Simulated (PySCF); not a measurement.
One of the candidates below gave these computed data.

* Rotational structure: rotational constants A, B, C: 24.155, 1.678, 1.589 GHz [GFN2-xTB]
* 1H NMR: chemical shifts (computed TMS as zero) by class: 7.67 (1 H), 7.57 (1 H), 7.05 (1 H), 5.60 (1 H) ppm [GIAO PBE0/pcSseg-1]
* Dipole: 2.09 D [PBE0/pcSseg-1]
* NMR, other nuclei: isotropic shieldings of nuclei other than C and H, by class: -132 (1 N), 785 (1 Cl) ppm [GIAO PBE0/pcSseg-1]
* 13C NMR: chemical shifts (computed TMS as zero) by class: 151.6 (1 C), 151.4 (1 C), 114.2 (1 C) ppm [GIAO PBE0/pcSseg-1]

The electronic properties come from PySCF, for the isolated species, density fitting. Levels stand in brackets. Isolated species at its GFN2-xTB geometry (one conformer only). NMR classes are plain means over equivalent atoms (diastereotopic ones count apart unless rotation or inversion swaps them), as if these changed places fast.

Question: Which candidate is it?
A. `[H]/N=C\C(=C)Cl`
B. `C[C@@H](Cl)C#N`
C. `C=N/C=C/Cl`
D. `c1c[nH]cn1`

Answer: C. It is `C=N/C=C/Cl`. Numbering: `[CH2:1]=[N:2]/[CH:3]=[CH:4]/[Cl:5]`. Its formula, C3H4ClN, gives 2 degrees of unsaturation: 0 rings and 2 π bonds in the structure found. 3 carbons fall into 3 classes; from least to most shielded: vinylic carbon bearing nitrogen [C3] (151.6 ppm), imine carbon [C1] (151.4 ppm), vinylic C–Cl carbon [C4] (114.2 ppm). Hydrogen classes from least to most shielded: 1 H on a vinylic carbon bearing nitrogen, C3 (7.67 ppm), 1 H on an imine carbon, C1 (7.57 ppm), 1 H on an imine carbon, C1 (7.05 ppm), 1 H on a vinylic C–Cl carbon, C4 (5.60 ppm). The other shieldings belong to: -132 ppm, imine nitrogen [N2]; 785 ppm, vinyl chlorine [Cl5]. The optimised geometry has point group C1 and is an asymmetric top.

The others, at the same levels:
- `[H]/N=C\C(=C)Cl` fails: its computed 13C shifts are 164.1 (1 C), 150.8 (1 C), 128.4 (1 C) ppm, 1H shifts are 11.68 (1 H), 7.99 (1 H), 6.16 (1 H), 5.90 (1 H) ppm and rotational constant A is 5.512 GHz (against 24.155 GHz).
- `C[C@@H](Cl)C#N` fails: its computed 13C shifts are 122.8 (1 C), 44.9 (1 C), 26.4 (1 C) ppm, 1H shifts are 4.34 (1 H), 1.78 (3 H) ppm and rotational constant A is 5.848 GHz (against 24.155 GHz).
- `c1c[nH]cn1` fails: its computed 13C shifts are 136.3 (1 C), 134.8 (1 C), 118.1 (1 C) ppm, 1H shifts are 8.40 (1 H), 7.43 (1 H), 7.37 (1 H), 6.97 (1 H) ppm and rotational constant A is 9.955 GHz (against 24.155 GHz).

Each candidate is one conformer, not necessarily the lowest. The conformers computed, where there is a choice (atom-mapped SMILES and torsion angles):
- `[CH2:1]=[N:2]/[CH:3]=[CH:4]/[Cl:5]`: C1–N2–C3–C4 48°
- `[H]/[N:5]=[CH:4]\[C:2](=[CH2:1])[Cl:3]`: C1–C2–C4–N5 180°
